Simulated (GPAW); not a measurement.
Wanted: an ASE script for a GPAW 26.7.0 run.

```yaml
Task: band structure
Functional: revTPSS
Potentials_or_basis: GPAW PAW data sets (gpaw-data 1.2.1)
Cutoff: 600 eV
Basis: pw
k_mesh: 7 × 7 × 7
Occupations: fermi-dirac, width 0.05 eV
Spin: spin-orbit coupling, no magnetisation
Eigensolver: davidson
Maxiter: 150
Band_path: GXWKGLUWLK,UX
Band_points: 60
spin_axis_theta_degrees: 90
spin_axis_phi_degrees: 45
Soc_after_scf: second variation without the xc potential
```

ZnSe (Stilleite):

```
Se Zn
1.0
     0.00000    2.83380    2.83380
     2.83380    0.00000    2.83380
     2.83380    2.83380    0.00000
Se Zn
1 1
Cartesian
  1.4169 1.4169 1.4169
  0.0000 0.0000 0.0000
```

One way to write it, as run:

run.py

```python
import numpy as np
from ase.dft.bandgap import bandgap
from ase.io import write
from ase.spacegroup import crystal
from ase.units import GPa
from gpaw import GPAW, PW
from gpaw.spinorbit import soc_eigenstates

# Se 4c
# Zn 4a
atoms = crystal(['Se', 'Zn'],
                basis=[[0.25, 0.25, 0.25],
                       [0.0, 0.0, 0.0]],
                spacegroup=216, setting=1,  # F-43m
                cellpar=[5.6676, 5.6676, 5.6676, 90.0, 90.0, 90.0],
                primitive_cell=True)

calc = GPAW(mode=PW(600),
            xc='MGGA_X_REVTPSS+MGGA_C_REVTPSS',
            kpts={'size': (7, 7, 7), 'gamma': True},
            occupations={'name': 'fermi-dirac', 'width': 0.05},
            nbands=18,
            convergence={'density': 1e-05, 'energy': 1e-05},
            eigensolver='davidson',
            maxiter=150,
            txt='gpaw.txt')
atoms.calc = calc
energy = atoms.get_potential_energy()
forces = atoms.get_forces()
stress = atoms.get_stress()
calc.write('gs.gpw')
write('result.traj', atoms)
print(f'Energy: {energy:.6f} eV')
print('Forces (eV/A):')
print(forces.round(4))
print('Stress (GPa):', (stress / GPa).round(3))
print('Fermi level:', round(calc.get_fermi_level(), 4), 'eV')
print(f'Gap: {bandgap(calc)[0]:.4f} eV, direct: {bandgap(calc, direct=True)[0]:.4f} eV')

path = atoms.cell.bandpath('GXWKGLUWLK,UX', npoints=60, eps=1e-4)
bs_calc = calc.fixed_density(kpts=path, symmetry='off', nbands=29,
                             convergence={'bands': 'CBM+6.0', 'eigenstates': 1e-6}, txt='bands.txt')
bs = bs_calc.band_structure()
bs.write('bs.json')
print(f'Gap on the path: {bandgap(bs_calc)[0]:.4f} eV')

soc = soc_eigenstates(bs_calc, theta=90, phi=45, ignore_xc_potential=True)
np.savetxt('soc_bands.dat', soc.eigenvalues(), fmt='%.4f')
mesh = soc_eigenstates('gs.gpw', theta=90, phi=45, ignore_xc_potential=True)
np.savetxt('soc_mesh.dat', mesh.eigenvalues(), fmt='%.4f')
print('Fermi level with spin-orbit coupling:', round(mesh.fermi_level, 4), 'eV')
```

Potentials or basis: GPAW PAW data sets (gpaw-data 1.2.1), pw.

Launch:

```bash
$ OMP_NUM_THREADS=1 python run.py
```

Results of the run:

The pressure is 0.4 GPa. The band gap on the k mesh is 1.33 eV, direct and the band gap along the path is 1.33 eV, direct.

Caveat: spin-orbit coupling was added after a scalar SCF, so levels and gaps hold it while energy, forces, pressure and moments don't; this program's spin-orbit splittings come out too wide for heavy elements; the PAW data sets were made with another functional, which shifts forces and pressure a little.

Run time: 110 s on 1 thread of Intel(R) Xeon(R) 6975P-C (Granite Rapids) (shared host), peak memory 0.37 GiB.
